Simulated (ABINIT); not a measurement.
# WS2 in ABINIT: single point with PBEsol

Aim: the single point of WS2 with PBEsol.

Everything below comes from runs of ABINIT 10.8.3 (patched build). Logs are shortened: lines on timing, memory, paths and dates and some standing lists are left out, and cuts for length are marked. The log counts tension as positive stress, the text compression.

### Step 1. Starting point

The cell holds a slab with vacuum, 3 atoms: a = 3.184 Å, b = 3.184 Å, c = 16.951 Å, α = 90.00°, β = 90.00°, γ = 120.00°.

### Step 2. Single point, PBEsol

Input file run.abi:

```
pp_dirpath "./"
pseudos "W.GGA_PBE-JTH.xml, S.GGA_PBE-JTH.xml"

acell 3.1835163552 3.1835163551 16.95057789 Angstrom
rprim
     1.0000000000     0.0000000000     0.0000000000
    -0.5000000000     0.8660254038     0.0000000000
     0.0000000000     0.0000000000     1.0000000000
ntypat 2
znucl 74 16
natom 3
typat 1 2 2
xcart
     0.0000000000     0.0000000000     0.0000000000
    -0.0000000003     3.4733242226     2.9469557240
    -0.0000000003     3.4733242226    29.0849941422

ecut 16.0
pawecutdg 32.0
pawxcdev 0

kptopt 1
ngkpt 8 8 2
nshiftk 1
shiftk 0.0 0.0 0.0

ixc -116133

nband 17
occopt 3
tsmear 0.05 eV

nstep 100
tolvrs 1.0e-9

iomode 3
prtwf 0
prtden 0
prteig 0
prtebands 0
```

Potentials or basis: JTH PAW PBE v2.0.

Command:

```console
> abinit run.abi > log 2>&1
```

run.abo:

```text
.Version 10.8.3 of ABINIT
 Symmetries : space group P-6 m 2 (#187); Bravais hP (primitive hexag.)
================================================================================
 Values of the parameters that define the memory need of the present run
     intxc =       0    ionmov =       0      iscf =      17    lmnmax =      18
     lnmax =       6     mgfft =     120  mpssoang =       3    mqgrid =    8157
     natom =       3  nloc_mem =       2    nspden =       1   nspinor =       1
    nsppol =       1      nsym =      12    n1xccc =       1    ntypat =       2
    occopt =       3   xclevel =       2
       mpw =        3103          nfft =       69120          nkpt =          20
 PAW method is used; the additional fine FFT grid is defined by:
   mgfftf=       180    nfftf =    184320
================================================================================
================================================================================

--------------------------------------------------------------------------------
------------- Echo of variables that govern the present computation ------------
--------------------------------------------------------------------------------
 -outvars: echo values of preprocessed input variables --------
            acell      6.0159740287E+00  6.0159740285E+00  3.2031949888E+01 Bohr
              amu      1.83850000E+02  3.20660000E+01
             ecut      1.60000000E+01 Hartree
              ixc     -116133
         kptrlatt        8    0    0      0    8    0      0    0    2
          kptrlen      4.81277922E+01
            natom           3
            nband          17
            ngfft          24      24     120
          ngfftdg          32      32     180
             nkpt          20
            nstep         100
             nsym          12
           ntypat           2
           occopt           3
        pawecutdg      3.20000000E+01 Hartree
         pawxcdev           0
           prtden           0
        prtebands           0
           prteig           0
            prtwf           0
            rprim      1.0000000000E+00  0.0000000000E+00  0.0000000000E+00
                      -5.0000000000E-01  8.6602540380E-01  0.0000000000E+00
                       0.0000000000E+00  0.0000000000E+00  1.0000000000E+00
          spgroup         187
           tolvrs      1.00000000E-09
           tsmear      1.83746611E-03 Hartree
            typat      1  2  2
           useylm           1
           xangst      0.0000000000E+00  0.0000000000E+00  0.0000000000E+00
                       3.3333392411E-11  1.8380040246E+00  1.5594618154E+00
                       3.3333392411E-11  1.8380040246E+00  1.5391116075E+01
            xcart      0.0000000000E+00  0.0000000000E+00  0.0000000000E+00
[... 156 lines left out ...]
    2      0.00000000003333     1.83800402461959     1.55946181538251
    3      0.00000000003333     1.83800402461959    15.39111607461749

 cartesian forces (hartree/bohr) at end:
    1      0.00000000000000    -0.00000000000000    -0.00000000000000
    2     -0.00000000000000    -0.00000000000000    -0.00152486776428
    3     -0.00000000000000     0.00000000000000     0.00152486776428
 frms,max,avg= 7.1882956E-04 1.5248678E-03   0.000E+00  0.000E+00  0.000E+00 h/b

 cartesian forces (eV/Angstrom) at end:
    1      0.00000000000000    -0.00000000000000    -0.00000000000000
    2     -0.00000000000000    -0.00000000000000    -0.07841185312065
    3     -0.00000000000000     0.00000000000000     0.07841185312065
 frms,max,avg= 3.6963702E-02 7.8411853E-02   0.000E+00  0.000E+00  0.000E+00 e/A
 length scales=  6.015974028676  6.015974028487 32.031949887968 bohr
              =  3.183516355200  3.183516355100 16.950577890000 angstroms
 Fermi (or HOMO) energy (hartree) =  -0.01097   Average Vxc (hartree)=  -0.17152
 Eigenvalues (hartree) for nkpt=  20  k points:
 kpt#   1, nband= 17, wtk=  0.00781, kpt=  0.0000  0.0000  0.0000 (reduced coord)
  -2.76660   -1.45208   -1.44653   -1.44653   -0.59021   -0.52796   -0.28086   -0.15349
  -0.15349   -0.12282   -0.10719   -0.10719   -0.04735    0.05928    0.05928    0.06649
   0.06649
      occupation numbers for kpt#   1
   2.00000    2.00000    2.00000    2.00000    2.00000    2.00000    2.00000    2.00000
   2.00000    2.00000    2.00000    2.00000    2.00000    0.00000    0.00000    0.00000
   0.00000
 prteigrs : prtvol=0 or 1, do not print more k-points.

--- !EnergyTerms
iteration_state     : {dtset: 1, }
comment             : Components of total free energy in Hartree
kinetic             :  1.57688429147781E+01
hartree             :  2.18571420982151E+02
xc                  : -1.49470545486573E+01
Ewald energy        :  1.40856068912459E+02
psp_core            :  1.38657569670167E+00
local_psp           : -4.58886257007935E+02
PAW spherical_terms :  7.44895274921318E+00
internal            : -8.98014503012888E+01
'-kT*entropy'       : -8.86952771660587E-12
total_energy        : -8.98014503012977E+01
total_energy_eV     : -2.44362194959788E+03
...

--- !EnergyTermsDC
iteration_state     : {dtset: 1, }
comment             : '"Double-counting" decomposition of free energy'
band_energy         : -1.86462964200071E+01
Ewald energy        :  1.40856068912459E+02
psp_core            :  1.38657569670167E+00
xc_dc               : -2.21656024951419E+02
PAW spherical_terms :  8.25821682599577E+00
internal            : -8.98014599362690E+01
'-kT*entropy'       : -8.86952771660587E-12
total_energy_dc     : -8.98014599362778E+01
total_energy_dc_eV  : -2.44362221177904E+03
...

--- !EnergyTermsWithPAWCore
iteration_state     : {dtset: 1, }
comment             : 'Components of total free energy, including PAW core contributions'
Total energy        : -1.69354873026729E+04
Total energy DC     : -1.69354873123078E+04
Total energy (eV)   : -4.60838086256938E+05
Total energy DC (eV): -4.60838086519119E+05
...

 Cartesian components of stress tensor (hartree/bohr^3)
  sigma(1 1)=  4.84624446E-05  sigma(3 2)=  0.00000000E+00
  sigma(2 2)=  4.84624446E-05  sigma(3 1)=  0.00000000E+00
  sigma(3 3)=  1.54924615E-05  sigma(2 1)= -2.59258386E-14

-Cartesian components of stress tensor (GPa)         [Pressure= -1.1025E+00 GPa]
- sigma(1 1)=  1.42581435E+00  sigma(3 2)=  0.00000000E+00
- sigma(2 2)=  1.42581435E+00  sigma(3 1)=  0.00000000E+00
- sigma(3 3)=  4.55803955E-01  sigma(2 1)= -7.62764507E-10

== END DATASET(S) ==============================================================
================================================================================

 -outvars: echo values of variables after computation  --------
            acell      6.0159740287E+00  6.0159740285E+00  3.2031949888E+01 Bohr
           etotal     -8.9801459936E+01
            fcart      1.1935535671E-28 -2.1646025534E-39 -0.0000000000E+00
                      -1.4919419589E-29 -1.2920596374E-28 -1.5248677643E-03
                      -1.0443593712E-28  1.2920596374E-28  1.5248677643E-03
            rprim      1.0000000000E+00  0.0000000000E+00  0.0000000000E+00
                      -5.0000000000E-01  8.6602540380E-01  0.0000000000E+00
                       0.0000000000E+00  0.0000000000E+00  1.0000000000E+00
           strten      4.8462444598E-05  4.8462444637E-05  1.5492461544E-05
                       0.0000000000E+00  0.0000000000E+00 -2.5925838632E-14
           xangst      0.0000000000E+00  0.0000000000E+00  0.0000000000E+00
                       3.3333392411E-11  1.8380040246E+00  1.5594618154E+00
                       3.3333392411E-11  1.8380040246E+00  1.5391116075E+01
             xred      0.0000000000E+00  0.0000000000E+00  0.0000000000E+00
                       3.3333333333E-01  6.6666666667E-01  9.2000510278E-02
                       3.3333333333E-01  6.6666666667E-01  9.0799948972E-01
 Calculation completed.
```

It took 90 s on 1 thread of AMD EPYC 7R43 (Zen 3), shared host; peak memory 0.16 GiB.

Results:

```yaml
Free_energy: -2443.6222 eV
Largest_force: 0.078 eV/Å
Band_gap_on_the_k_mesh: 2.06 eV, indirect (least direct gap 2.25 eV)
Valence_electrons_inside_the_program's_atomic_spheres: W 11.72; S 3.61
```

Forces in eV/Å, atoms in the order of the input:
```
W    0.000  0.000  0.000
S    0.000  0.000 -0.078
S    0.000  0.000  0.078
```

Caveat: the PAW data sets were made with another functional, which shifts forces and pressure a little; spin-orbit coupling is left out, which moves the levels of the heavy elements.
